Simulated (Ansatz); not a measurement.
**Computed properties of Gd**

```
Gd
1.0
     3.63600    0.00000    0.00000
    -1.81800    3.14887    0.00000
     0.00000    0.00000    5.78260
Gd
2
Cartesian
  0.0000 2.0992 1.4457
  1.8180 1.0496 4.3369
```

Atom numbers follow the list: Gd1, Gd2.

The structure is an experimental refinement, used without relaxation.

Where the f shell is localised, expect the real compound to differ from this run without U.

The magnetic state is the one reached from the start moments; no search over orders was made, so it needn't be the ground state.

Spin–orbit coupling is left out, though it moves levels of the heavy atoms by tenths of an eV or more.

Method: Ansatz 0.2.0, DFT, PBE, all-electron LAPW, scalar-relativistic.

The runs use a Γ-centred 12×12×7 k mesh, Fermi–Dirac smearing of 0.05 eV, basis error target 0.5 meV/atom, spin-polarised from start moments Gd1 7, Gd2 7 μB.

```json
{
 "Moments in the spheres": "Gd1 7.49 μB",
 "Band gap": "none: bands cross the Fermi level, a metal",
 "Pressure at this cell": "0.55 GPa",
 "Moment of the cell": "15.31 μB",
 "Volume per atom": "223.4 bohr³"
}
```

Give the computed value. Density of states at the Fermi level (0.2 eV bin).

2.94 states/eV per cell.

Give the computed value. Stress xx, yy, zz (compression positive).

0.42, 0.42, 0.79 GPa.
